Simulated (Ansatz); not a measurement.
Relaxation of Mn

Method: DFT PBEsol, scalar-relativistic, plane waves, PAW in Ansatz. Run with 420 eV cutoff, 22×22×22 k-mesh, Gaussian smearing of 0.10 eV, collinear spin.

What was changed in Sr: Sr → Mn on all its sites, cell and atoms relaxed.

Command:

```bash
ansatz run input.yaml --threads 1 --pin off --max-ram 2560MiB --backend cpu --events-out ev --progress --plain --runs-dir out
```

Input:

```yaml
crystal:
  lattice:
    - [-1.3774373029, 1.3774373029, 1.3774373029]
    - [1.3774373029, -1.3774373029, 1.3774373029]
    - [1.3774373029, 1.3774373029, -1.3774373029]
  atoms:
    - { symbol: Mn, position: [0.0, 0.0, 0.0], spin: 0.71 }
basis:
  ecutwfc: 420
kpoints:
  mp_grid: { grid: [22, 22, 22] }
hamiltonian:
  xc: pbesol
scf:
  occupations: { method: gaussian, width: 0.1 }
output:
  forces: true
  stress: true
  eigenvalues: true
  populations: true
  write_density: true
  write_potential: true
  elf: true
  volumetric_format: npy
magnetization:
  spin_polarized: true
relax:
  adjacent_minimum: "off"
  f_tol: 0.01
  max_steps: 60
  cell: { stress_tol: 0.1 }
```

F is the free energy. Steps run on the plane waves of an earlier cell, but the last one, and at times one on the way, on a freshly chosen basis, so a repeated geometry can differ a little in energy.

Steps:

```tsv
step	F − F(1) (eV)	largest force component (eV/Å)	V (Å³/atom)	P (GPa)
1	0.0000	0.000	10.454	0.26
2	0.0000	0.000	10.460	0.10
3	0.0000	0.000	10.464	0.00
4	0.0000	0.000	10.464	0.00
```

Relaxed structure:

```
CELL_PARAMETERS angstrom
-1.37787 1.37787 1.37787
1.37787 -1.37787 1.37787
1.37787 1.37787 -1.37787
ATOMIC_POSITIONS crystal
Mn 0.00000 0.00000 0.00000
```

It takes space group Im-3m (No. 229, cubic). Conventional cell: a = 2.756 Å, b = 2.756 Å, c = 2.756 Å, α = 90.00°, β = 90.00°, γ = 90.00°. Mn (site symmetry m-3m) has 8 Mn at 2.39 Å as nearest neighbours.

The run converged. It took 35 s on 1 thread of Arm Neoverse V1, with other jobs on the host, peak memory 0.37 GiB.